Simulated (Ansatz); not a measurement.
## Response of MgI$_{2}$ to small distortions

```yaml
crystal:
  lattice:
    - [4.15370, 0.00000, 0.00000]
    - [-2.07685, 3.59721, 0.00000]
    - [0.00000, 0.00000, 6.86200]
  atoms:
    - { symbol: Mg, position: [0.00000, 0.00000, 0.00000] }
    - { symbol: I, position: [0.33333, 0.66667, 0.75763] }
    - { symbol: I, position: [0.66667, 0.33333, 0.24237] }
```

Atom numbers follow the list: Mg1, I2, I3.

Structure: COD 2013551, as refined from experiment and not relaxed.

No spin–orbit coupling, which matters for the heavy atoms here.

All numbers below come from DFT, PBEsol, all-electron PAW with datasets made for the crystal, scalar-relativistic (Ansatz 0.2.0).

The runs use a Γ-centred 7×7×4 k mesh, Fermi–Dirac smearing of 0.03 eV, cutoff 260 eV (chosen by the program for this cell), no spin polarisation.

The unchanged cell is at -0.19 GPa.

x, y and z are the Cartesian axes of the cell as listed; fractional coordinates follow a strain, and an engineering shear is twice the off-diagonal strain component.

Vzz stands for the principal value of largest size of the field-gradient tensor, whatever its axis.

Spin–orbit coupling is left out, which moves gradients at and beside heavy atoms by some per cent and at worst by a factor of two.

With equal xy, yz and zx engineering shear strains of -2 %: energy change +2 meV/atom; stress change (xx, yy, zz, yz, xz, xy) 0.11, 0.02, 0.06, 0.34, 0.39, 0.38 GPa, compression positive; change of the force on I2 (-0.064, -0.058, -0.011) eV/Å; Vzz in 10²¹ V/m²: Mg1 0.01 → -0.48 (η = 0.04), I2 -5.05 → -5.12 (η = 0.46); gap on the k mesh 3.48 → 3.44 eV.

**Question.** With this change (equal xy, yz and zx engineering shear strains of -1 %), what becomes of the energy and stress and forces and field gradients and gap?

**Answer.** Energy change under 1 meV/atom; stress change (xx, yy, zz, yz, xz, xy) 0.04, -0.01, 0.02, 0.17, 0.19, 0.18 GPa, compression positive; change of the force on I2 (-0.031, -0.028, -0.003) eV/Å; Vzz in 10²¹ V/m²: Mg1 0.01 → -0.24 (η = 0.07), I2 -5.05 → -5.07 (η = 0.23); gap on the k mesh 3.48 → 3.46 eV.

**Question.** With this change (equal xy, yz and zx engineering shear strains of +1 %), what becomes of the energy and stress and forces and field gradients and gap?

**Answer.** Energy change under 1 meV/atom; stress change (xx, yy, zz, yz, xz, xy) 0.00, 0.04, 0.02, -0.16, -0.18, -0.18 GPa, compression positive; change of the force on I2 (0.029, 0.027, -0.003) eV/Å; Vzz in 10²¹ V/m²: Mg1 0.01 → 0.23 (η = 0.06), I2 -5.05 → -5.07 (η = 0.22); gap on the k mesh 3.48 → 3.45 eV.

**Question.** With this change (equal xy, yz and zx engineering shear strains of +2 %), what becomes of the energy and stress and forces and field gradients and gap?

**Answer.** Energy change +2 meV/atom; stress change (xx, yy, zz, yz, xz, xy) 0.02, 0.10, 0.06, -0.32, -0.35, -0.34 GPa, compression positive; change of the force on I2 (0.057, 0.052, -0.010) eV/Å; Vzz in 10²¹ V/m²: Mg1 0.01 → 0.46 (η = 0.03), I2 -5.05 → -5.12 (η = 0.43); gap on the k mesh 3.48 → 3.43 eV.
